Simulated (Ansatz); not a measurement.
## W under changes of volume

One of the cells (16.731 Å³/atom); the others are scaled copies at fixed shape and fractional positions:

```
W
1.0
     0.00000    2.03000    2.03000
     2.03000    0.00000    2.03000
     2.03000    2.03000    0.00000
W
1
Direct
  0.00000 0.00000 0.00000
```

This isn't the form of W at room conditions, which is bcc.

* Program: Ansatz 0.2.0
* Functional: PBEsol
* Potentials or basis: Ansatz PAW
* Cutoff: 420 eV (not typed: the program's choice for these potentials)
* k mesh: 11 × 11 × 11
* Occupations: fermi-dirac, width 0.05 eV
* Spin: no spin polarisation

```csv
volume (Å³/atom),energy over the lowest point (meV/atom),pressure (GPa)
15.727,?,?
16.062,0.00,-1.2
16.396,9.14,-7.3
16.731,30.33,-12.7
17.065,62.29,-17.6
17.400,103.85,-21.9
17.735,153.97,-25.7
```

Task: What does the run at 15.727 Å³/atom give?

Result: Energy over the lowest point 4.31 meV/atom; pressure 5.5 GPa.

Worked out: A Birch-Murnaghan fit of order 3 (a polynomial in V^(-2/3)) to the other rows has its minimum at 16.00 Å³/atom, just outside them, with B0 = V·E''(V) = 318 GPa and B' = 4.6. It gives 4.46 meV/atom at 15.727 Å³/atom, against the run's 4.31, and -dE/dV = 5.6 GPa, against 5.5.

Energies are extrapolated to zero smearing.

Caveats: the PAW data sets come from PBE, with cores solved anew for the run's functional, which leaves a small shift of forces and pressure.
